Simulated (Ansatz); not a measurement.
Runs of Ansatz 0.2.0 on I. The structure is monoclinic, space group C2/m (No. 12). The conventional cell has a = 5.077 Å, b = 7.413 Å, c = 2.880 Å, α = 90.00°, β = 124.24°, γ = 90.00°. I (site symmetry 2/m) has 2 I at 2.88 Å as nearest neighbours. 

```tsv
level	gap on the mesh (eV)	pressure (GPa)	relaxed volume (Å³/atom)
LDA	-	0.0	35.53
revPBE	none	0.0	(a)
PBE	none	0.0	55.53
BLYP	none	0.0	127.55
PBEsol	-	0.0	38.12
RPBE	none	0.0	(b)
```

Alike in all rows: task relaxation of cell and atoms; potentials or basis all-electron LAPW, scalar-relativistic; no spin polarisation; cell relaxed; k mesh 7 × 7 × 11; smearing fermi-dirac 0.05 eV; basis error allowed 0.001 eV/atom.

Problem. Estimate the missing entries.

Solution. (a) 99.36; (b) 79.29.

Caveats: the volume moved by over 15 % at a fixed basis, so the end points are rough (some runs); an odd number of electrons without spin polarisation forces a metal (some runs); a magnetic or distorted state may lie lower (some runs).

A k mesh can miss the band edges, and the runs leave out spin-orbit coupling on I.

A gap of «none» marks a metal or a gap under the smearing width.
